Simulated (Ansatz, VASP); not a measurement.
# Two plane-wave programs on BeC

```xyz
4
Lattice="3.1947 0.0000 0.0000 -1.5974 2.7667 0.0000 0.0000 0.0000 3.6876" Properties=species:S:1:pos:R:3 pbc="T T T"
Be    0.0000    1.8445    2.7657
Be    1.5974    0.9222    0.9219
C     0.0000    1.8445    0.9219
C     1.5974    0.9222    2.7657
```

Change from the starting cell: species swapped into the SiC type (P6_3mc, No. 186).

Alike in both runs: functional PBE; k mesh 18 × 18 × 12; occupations gaussian, width 0.1 eV; no spin polarisation.

Ansatz relaxed the structure, and its values are those at the end. VASP's run is a single point on that final structure, the one shown.

|  | VASP | Ansatz |
| --- | --- | --- |
| version | VASP 6.6.1 | Ansatz 0.2.0 |
| potentials or method | VASP PAW PBE potentials, release 64 (Be, C) | scalar-relativistic, plane waves, PAW |
| plane-wave cutoff (eV) | 520 | 420 |
| valence electrons in the cell | 12 | 12 |

|  | VASP | Ansatz | Ansatz less VASP |
| --- | --- | --- | --- |
| gap on the k mesh at the Fermi level (eV) | none | none | - |
| pressure (GPa) | 0.2 | 0.0 | -0.23 |

A gap of «none» marks a metal or a gap that the smearing closes. The functional is the same, so the differences come from potentials, cutoffs and numerics.
